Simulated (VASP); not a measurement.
Runs of VASP 6.6.1 on BaTiO3. Symmetry: P4mm, No. 99, tetragonal system. The conventional cell has a = 3.967 Å, b = 3.967 Å, c = 4.066 Å, α = 90.00°, β = 90.00°, γ = 90.00°. Ba (site symmetry 4mm) has 12 O at 2.79 to 2.89 Å as nearest neighbours. Around Ti (site symmetry 4mm) lie 5 O at 1.84 to 1.99 Å. O (site symmetry 4mm) has 1 Ti at 1.84 Å as nearest neighbours. Around O (site symmetry 2mm) lie 2 Ti at 1.99 Å. 

```csv
task,level,cell,k mesh,cutoff (eV),grid for exact exchange (PRECFOCK),screening parameter,exchange at q = 0,share of exact exchange,gap on the mesh (eV),pressure (GPa),largest force (eV/Å)
band structure,HSE06,"P4mm, 12.8 Å³/atom",4 × 4 × 4,520,Fast,0.2 1/A,-,-,3.27,0.9,0.29
band structure,PBE,"P4mm, 12.8 Å³/atom",4 × 4 × 4,520,Fast,-,-,-,1.81,(a),0.07
relaxation of cell and atoms,PBEsol,relaxed,8 × 8 × 8,600,-,-,-,-,1.76,0.0,0.01
band structure,PBE-EpsX,"P4mm, 12.8 Å³/atom",4 × 4 × 4,520,Fast,-,truncated,0.163,3.20,(b),0.18
band structure,PBE0,"P4mm, 12.8 Å³/atom",4 × 4 × 4,520,Fast,-,truncated,-,4.00,0.9,0.29
```

Alike in all rows: potentials or basis VASP PAW PBE potentials, release 64 (Ba_sv, Ti_sv, O); no spin polarisation; smearing gaussian 0.03 eV.

Problem. Estimate the missing entries.

Solution. (a) 6.4; (b) 2.7.

Caveats: spin-orbit coupling is left out, which moves the levels of the heavy elements; the PAW data sets were made with another functional, which shifts forces and pressure a little (some runs).

A k mesh can miss the band edges, and the runs leave out spin-orbit coupling on Ba.
